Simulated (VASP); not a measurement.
These are AM05 GGA, VASP's PBE PAW potentials (set 64) (plane waves; VASP) values and carry that method's errors.

The input files of a VASP run:

### INCAR
```
SYSTEM=CaF2
PREC=Accurate; ENCUT=520; LREAL=F
LASPH=T; ICHARG=11
EDIFF=1E-7; NELM=100; ALGO=Normal
ISMEAR=0; SIGMA=0.05
GGA=AM
LWAVE=F; LCHARG=F; LORBIT=11
```

### POSCAR
```
CaF2
5.460
  0.0000000000   0.5000000000   0.5000000000
  0.5000000000   0.0000000000   0.5000000000
  0.5000000000   0.5000000000   0.0000000000
Ca F
1 2
Cart
  0.0000000000   0.0000000000   0.0000000000
  0.2500000000   0.2500000000   0.2500000000
  0.7500000000   0.7500000000   0.7500000000
```

File KPOINTS:
```
k-points along high-symmetry lines
15
Line-mode
Reciprocal
  0.000000   0.000000   0.000000 ! GAMMA
  0.500000  -0.000000   0.500000 ! X

  0.500000  -0.000000   0.500000 ! X
  0.625000   0.250000   0.625000 ! U

  0.375000   0.375000   0.750000 ! K
  0.000000   0.000000   0.000000 ! GAMMA

  0.000000   0.000000   0.000000 ! GAMMA
  0.500000   0.500000   0.500000 ! L

  0.500000   0.500000   0.500000 ! L
  0.500000   0.250000   0.750000 ! W

  0.500000   0.250000   0.750000 ! W
  0.500000  -0.000000   0.500000 ! X
```

POTCAR, in this order: Ca_sv F (PBE.64 set). Program: vasp_std. Read from the step before: CHGCAR.

The run wrote:

File OUTCAR:
```
 ion  position               nearest neighbor table
   1  0.000  0.000  0.000-   3 2.36   3 2.36   3 2.36   2 2.36   3 2.36   2 2.36   2 2.36   2 2.36
  LATTYP: Found a face centered cubic cell.
 ALAT       =     5.4600000000
 Subroutine PRICEL returns:
 Original cell was already a primitive cell.
 Subroutine GETGRP returns: Found 48 space group operations
The static configuration has the point symmetry O_h .
The dynamic configuration has the point symmetry O_h .
 Subroutine INISYM returns: Found 48 space group operations
   k-points           NKPTS =     90   k-points in BZ     NKDIM =     90   number of bands    NBANDS=     16
   number of dos      NEDOS =    301   number of ions     NIONS =      3
   total plane-waves  NPLWV =  27000
   dimension x,y,z NGX =    30 NGY =   30 NGZ =   30
   dimension x,y,z NGXF=    60 NGYF=   60 NGZF=   60
   ions per type =               1   2
   PREC   = accura    normal or accurate (medium, high low for compatibility)
   ISTART =      0    job   : 0-new  1-cont  2-samecut
   ICHARG =     11    charge: 1-file 2-atom 10-const
   ISPIN  =      1    spin polarized calculation?
   LNONCOLLINEAR =      F non collinear calculations
   LSORBIT =      F    spin-orbit coupling
   INIWAV =      1    electr: 0-lowe 1-rand  2-diag
   ENCUT  =  520.0 eV  38.22 Ry    6.18 a.u.   7.18  7.18  7.18*2*pi/ulx,y,z
   NELM   =    100;   NELMIN=  2; NELMDL= -5     # of ELM steps
...
```

File OSZICAR:
```
       N       E                     dE             d eps       ncg     rms          rms(c)
DAV:   1     0.216577843391E+03    0.21658E+03   -0.13861E+04  2880   0.152E+03
DAV:   2    -0.824415788276E+01   -0.22482E+03   -0.22016E+03  3728   0.383E+02
DAV:   3    -0.169203388219E+02   -0.86762E+01   -0.86679E+01  3368   0.853E+01
DAV:   4    -0.172711866063E+02   -0.35085E+00   -0.35078E+00  4976   0.126E+01
DAV:   5    -0.172727889870E+02   -0.16024E-02   -0.16023E-02  3352   0.898E-01
DAV:   6    -0.172728204728E+02   -0.31486E-04   -0.31486E-04  4208   0.768E-02
DAV:   7    -0.172728209013E+02   -0.42852E-06   -0.42855E-06  3824   0.112E-02
DAV:   8    -0.172728209112E+02   -0.98962E-08   -0.98948E-08  3616   0.135E-03
   1 F= -.17272821E+02 E0= -.17272821E+02  d E =-.147821E-18
```

**OUTCAR**
```
 val. band max:       -0.9904753562   @ k =   0.5000   0.0000   0.5000

 cond. band min:       6.3449942088   @ k =   0.0000   0.0000   0.0000



 k-point     1 :       0.0000    0.0000    0.0000
  band No.  band energies     occupation
      1     -36.7859      2.00000
      2     -20.7347      2.00000
      3     -19.9428      2.00000
      4     -17.8575      2.00000
      5     -17.8575      2.00000
      6     -17.8575      2.00000
      7      -3.1275      2.00000
      8      -3.1275      2.00000
      9      -3.1275      2.00000
     10      -1.2470      2.00000
     11      -1.2470      2.00000
     12      -1.2470      2.00000
     13       6.3450      0.00000
     14       8.1423      0.00000
     15       8.1423      0.00000
     16      10.2120      0.00000

 k-point     2 :       0.0357    0.0000    0.0357
  band No.  band energies     occupation
      1     -36.7853      2.00000
      2     -20.7406      2.00000
      3     -19.9469      2.00000
      4     -17.8589      2.00000
      5     -17.8589      2.00000
      6     -17.8481      2.00000
      7      -3.1234      2.00000
      8      -3.1234      2.00000
      9      -3.1045      2.00000
     10      -1.2869      2.00000
     11      -1.2460      2.00000
     12      -1.2460      2.00000
     13       6.3912      0.00000
     14       8.1400      0.00000
     15       8.1525      0.00000
     16      10.1992      0.00000

 k-point     3 :       0.0714    0.0000    0.0714
  band No.  band energies     occupation
      1     -36.7836      2.00000
      2     -20.7567      2.00000
      3     -19.9589      2.00000
      4     -17.8629      2.00000
      5     -17.8629      2.00000
      6     -17.8203      2.00000
      7      -3.1113      2.00000
      8      -3.1113      2.00000
      9      -3.0365      2.00000
     10      -1.4024      2.00000
     11      -1.2432      2.00000
     12      -1.2432      2.00000
     13       6.5268      0.00000
     14       8.1321      0.00000
...
```

The density is held fixed in this step, so its total energy and stress have no physical meaning.

The compound is CaF2 in the fluorite structure. The cell was not relaxed at this level.
